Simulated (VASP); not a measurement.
Cu2O (Cuprite): relaxation of the atoms with PBEsol

The system is Cu2O (Cuprite).

```
Cu O
1.0
     4.20273    0.00000    0.00000
     0.00000    4.20273    0.00000
     0.00000    0.00000    4.20273
Cu O
4 2
Cartesian
  1.0507 1.0507 1.0507
  1.0507 3.1521 3.1521
  3.1521 3.1521 1.0507
  3.1521 1.0507 3.1521
  0.0000 0.0000 0.0000
  2.1014 2.1014 2.1014
```

The cell isn't the ideal one: a relaxed cell with its volume scaled by 0.98.

```yaml
Program: VASP 6.6.1
Task: relaxation of the atoms
Functional: PBEsol
Potentials_or_basis: VASP PAW PBE potentials, release 64 (Cu, O)
Cutoff: 600 eV
k_mesh: 6 × 6 × 6
Occupations: gaussian, width 0.03 eV
Spin: no spin polarisation
Further_INCAR_settings: ALGO = Normal; EDIFF = 1e-07; IBRION = 2; EDIFFG = -0.01; NSW = 40
```

```json
{
 "Pressure after relaxing": "2.8 GPa",
 "Band gap on the k mesh": "0.60 eV, direct"
}
```

Final structure:
```
CELL_PARAMETERS angstrom
4.20273 0.00000 0.00000
0.00000 4.20273 0.00000
0.00000 0.00000 4.20273
ATOMIC_POSITIONS crystal
Cu 0.25000 0.25000 0.25000
Cu 0.25000 0.75000 0.75000
Cu 0.75000 0.75000 0.25000
Cu 0.75000 0.25000 0.75000
O 0.00000 0.00000 0.00000
O 0.50000 0.50000 0.50000
```

Levels at points of the mesh, in eV from the valence-band top:
```tsv
k point	band 24	band 25	band 26	band 27	band 28	band 29	band 30	band 31	band 32	band 33
(0.00, 0.00, 0.00)	-1.66	-1.66	0.00	0.00	0.00	0.60	1.04	1.04	8.15	8.15
(0.50, 0.00, 0.00)	-1.79	-1.27	-1.27	-0.43	-0.43	2.34	2.34	4.17	4.17	7.63
(0.50, 0.50, 0.00)	-1.57	-1.28	-1.28	-0.70	-0.70	1.89	1.89	3.91	3.91	6.87
(0.50, 0.50, 0.50)	-1.72	-1.05	-0.60	-0.60	-0.60	2.34	2.34	2.34	5.00	5.00
```

It took 19 s on 2 MPI ranks on Intel(R) Xeon(R) 6975P-C (Granite Rapids), with other jobs on the host, peak memory 0.21 GiB a rank.

Caveat: the relaxation stopped at its first step, so nothing moved; the PAW data sets were made with another functional, which shifts forces and pressure a little. A k mesh can miss the band edges.
